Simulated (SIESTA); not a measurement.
The system is Pb.

```
Pb
1.0
     0.00000    2.47502    2.47502
     2.47502    0.00000    2.47502
     2.47502    2.47502    0.00000
Pb
1
Direct
  0.00000 0.00000 0.00000
```

Base run:

```yaml
Program: SIESTA 5.4.2
Functional: vdW-DF-cx
Potentials_or_basis: PseudoDojo 0.4 standard (PBE files)
Basis: DZP (energy shift 0.002 Ry)
Grid_cutoff: 500 Ry
Energy_shift: 0.002 Ry
k_mesh: 9 × 9 × 9
Occupations: fermi-dirac, width 0.05 eV
Spin: no spin polarisation
```

Its results: band gap on the k mesh none (metal or under the smearing width); pressure 0.3 GPa.

After a change of settings the same cell gave: band gap on the k mesh none (metal or under the smearing width); pressure -1.4 GPa. Which change was it?
A. functional from vdW-DF-cx to PBE; basis from DZP (energy shift 0.002 Ry) to TZDP (energy shift 0.002 Ry)
B. functional from vdW-DF-cx to PBEGcGxHEG
C. functional from vdW-DF-cx to PBE
D. functional from vdW-DF-cx to PBE; potentials or basis from PseudoDojo 0.4 standard (PBE files) to SG15 1.2 (PBE files) or PseudoDojo by element

B.

Caveats: semicore shells carry a single zeta, which can move pressures by several GPa and volumes by a few percent; the potentials were made for another functional, which shifts forces and pressure; the basis of atomic orbitals isn't converged, which shifts pressures, moduli and gaps.

Not every run made on this cell is shown here.
